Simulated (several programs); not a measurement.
## MgTe (wurtzite) from semi-empirical methods to plane-wave DFT

MgTe built on the wurtzite prototype, relaxed with r2SCAN in Ansatz, was computed with several methods. The symmetry is P6_3mc (No. 186, hexagonal); conventional cell a = 4.578 Å, c = 7.455 Å, 33.82 Å³ an atom. Mg is surrounded by 4 Te at 2.80 Å; Te is surrounded by 4 Mg at 2.80 Å. (Simulation; spin polarisation is off.)

```cif
data_structure
_symmetry_space_group_name_H-M 'P 1'
_symmetry_Int_Tables_number 1
_cell_length_a 4.5776
_cell_length_b 4.5776
_cell_length_c 7.4551
_cell_angle_alpha 90.000
_cell_angle_beta 90.000
_cell_angle_gamma 120.000
_cell_volume 135.29
loop_
_atom_site_label
_atom_site_type_symbol
_atom_site_fract_x
_atom_site_fract_y
_atom_site_fract_z
_atom_site_occupancy
Mg1 Mg 0.33333 0.66667 0.99939 1
Mg2 Mg 0.66667 0.33333 0.49939 1
Te1 Te 0.33333 0.66667 0.37561 1
Te2 Te 0.66667 0.33333 0.87561 1
```

Gaps and times are for a single point on this cell; volume and bulk modulus come from each method's own relaxation or energy curve at fixed shape, which is too stiff where a cell has free coordinates or axes. Times are rough, from shared hosts (Arm Neoverse V1; NVIDIA H100 80GB HBM3), and each method has its own mesh and cell size. A double dagger marks a value from a curve with shape and coordinates held. PM6 (MOPAC), PM7 (MOPAC), GFN1-xTB (tblite), GFN2-xTB (tblite) treat a cluster of cells at its zone centre, which samples few k points: where these miss a band edge, the gap comes out too large for that reason alone. Gaps from k meshes are read at a limited set of points (mesh, symmetry points, PBE's band edges), so each method's own least gap may be somewhat smaller. xTB and the PM methods were fitted mostly to molecules, and can miss a solid's gap by electronvolts. Minimal bases can be far off for gaps. Times of the plane-wave ladder aren't listed, since it ran on unlike processors and cards. GLLB-SC's gap includes the derivative discontinuity. G0W0 is at finite bands, cutoff and mesh. d marks a direct gap, i an indirect one (no mark: not told apart), a dash a value that wasn't computed or didn't pass its checks.

```csv
method,kind,gap (eV),own volume (Å³/atom),bulk modulus (GPa),atoms computed,processor time
PM6 (MOPAC),semi-empirical,6.87,–,–,cluster,1.9 s
light PBE (260 eV and a coarse mesh),light plane-wave,2.44 d,–,–,4,2.2 s
PM7 (MOPAC),semi-empirical,10.15,–,–,cluster,2.6 s
GFN1-xTB (tblite),tight binding,1.35,–,–,cluster,3.1 s
PBE,semilocal,2.46 d,34.48,34‡,4,–
PBE/SZV (CP2K),small basis,1.68 d,–,–,4,11 s
GFN2-xTB (tblite),tight binding,1.38,35.23‡,30‡,cluster,14 s
PBE/DZVP (CP2K),small basis,2.27 d,–,–,4,16 s
r2SCAN,semilocal,3.16 d,33.82,37‡,4,–
PBE/single zeta (GPAW),small basis,2.26 d,–,–,4,25 s
GLLB-SC (GPAW),model potential,4.53,–,–,4,110 s
G0W0@r2SCAN (180 eV screening cutoff),many-body,4.04,–,–,4,–
G0W0@PBE (260 eV screening cutoff),many-body,3.71,–,–,4,–
```

Against r2SCAN (3.16 eV) and with closed or daggered gaps left aside, the nearest gap at the points sampled is that of G0W0@PBE (260 eV screening cutoff) (+0.55 eV) and the farthest that of PM7 (MOPAC) (+6.99 eV). r2SCAN is only a yardstick of convenience: semilocal gaps usually lie below measured ones, which GLLB-SC and hybrids aim to mend.

Volumes against r2SCAN's: PBE +1.9 %.

No spin-orbit coupling is included; it can move band edges with weight on the heavy atoms by tenths of an eV.
